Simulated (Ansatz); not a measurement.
The system is Pb.

```
Pb
1.0
     3.48000    0.00000    0.00000
    -1.74000    3.01377    0.00000
     0.00000    0.00000    5.59000
Pb
2
Direct
  0.66667 0.33333 0.75000
  0.33333 0.66667 0.25000
```

This isn't the form of Pb at room conditions, which is fcc.

| Item | Value |
| --- | --- |
| Program | Ansatz 0.2.0 |
| Task | relaxation of cell and atoms |
| Functional | PBE |
| Potentials or basis | all-electron LAPW, relativistic spinors |
| Basis error allowed | 0.001 eV/atom |
| k mesh | 7 × 7 × 4 |
| Occupations | fermi-dirac, width 0.05 eV |
| Spin | spin-orbit coupling, no magnetisation |

At the start: volume 29.31 Å³/atom.

Task: How do energy, volume and symmetry change on relaxing?

Result: Over 5 steps the energy falls by 34.7 meV/atom and the volume is 32.26 Å³/atom (+10.0 %); space group P6_3/mmc (No. 194, to 0.05 Å).

Step by step:
```tsv
step	energy change (eV)	largest force (eV/Å)	volume (Å³)
1	0.0000	0.0000	58.63
2	-0.0674	0.0000	64.51
3	-0.0683	0.0000	64.51
4	-0.0695	0.0000	64.52
5	-0.0695	0.0000	64.52
```

Final structure:
```xyz
2
Lattice="3.6349 0.0000 0.0000 -1.8174 3.1479 0.0000 0.0000 0.0000 5.6386" Properties=species:S:1:pos:R:3 pbc="T T T"
Pb    1.8174    1.0493    4.2290
Pb    0.0000    2.0986    1.4097
```

Caveat: the k mesh is thin for a metal, which can move the energy by tens of meV per atom.
